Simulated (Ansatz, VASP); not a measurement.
## Ru: VASP beside Ansatz

INCAR

```
SYSTEM = Ru
PREC = Accurate ; ENCUT = 600
EDIFF = 1E-6 ; ISMEAR = -1
SIGMA = 0.1 ; LREAL = .False.
LASPH = .True. ; NELM = 80
ALGO = Normal ; ISIF = 3
LWAVE = .False. ; LCHARG = .False.
GGA = PE ; IBRION = 2
NSW = 80 ; EDIFFG = -0.01
```

Contents of KPOINTS:

```
Automatic mesh
0
Gamma
  14 14 14
  0 0 0
```

POSCAR

```
Ru
1.0
    0.0000000000      1.8924348942      1.8924348942
    1.8924348942      0.0000000000      1.8924348942
    1.8924348942      1.8924348942      0.0000000000
Ru
1
Direct
    0.0000000000      0.0000000000      0.0000000000
```

Input for Ansatz:

```yaml
crystal:
  lattice:
    - [0.0, 1.8924348942, 1.8924348942]
    - [1.8924348942, 0.0, 1.8924348942]
    - [1.8924348942, 1.8924348942, 0.0]
  atoms:
    - { symbol: Ru, position: [0.0, 0.0, 0.0] }
hamiltonian:
  xc: pbe
  pseudopotentials:
    kind: paw
    azcp:
      Ru: "pseudopotentials/Ru.paw.azcp"
basis:
  ecutwfc: 420
  fft_grid_basis: typed
kpoints:
  mp_grid: { grid: [14, 14, 14], shift: [0, 0, 0] }
magnetization:
  spin_polarized: false
scf:
  occupations: { method: fermi_dirac, width: 0.1 }
relax:
  max_steps: 60
  f_tol: 0.01
  cell: {}
```

The cell was built by a generator and needn't be a form met in nature.

Alike in both runs: task relaxation of cell and atoms; functional PBE; k mesh 14 × 14 × 14; occupations fermi-dirac, width 0.1 eV; no spin polarisation.

|  | VASP | Ansatz |
| --- | --- | --- |
| version | VASP 6.6.1 | Ansatz 0.2.0 |
| potentials or method | VASP PAW PBE potentials, release 64 (Ru_pv) | plane waves (420 eV) with PAW, scalar-relativistic |
| plane-wave cutoff (eV) | 600 | 420 |
| valence electrons in the cell | 14 | 16 |

VASP gave:

```
relaxed volume (Å³/atom)                                     : 13.85
relaxed cell length with the largest relative difference (Å) : 2.695
energy change over the relaxation (meV/atom)                 : -6
```

Task: Estimate Ansatz's values.

Result: Relaxed volume (Å³/atom): 13.85; relaxed cell length with the largest relative difference (Å): 2.696; energy change over the relaxation (meV/atom): -6.

The two sets of potentials don't hold the same shells in valence.
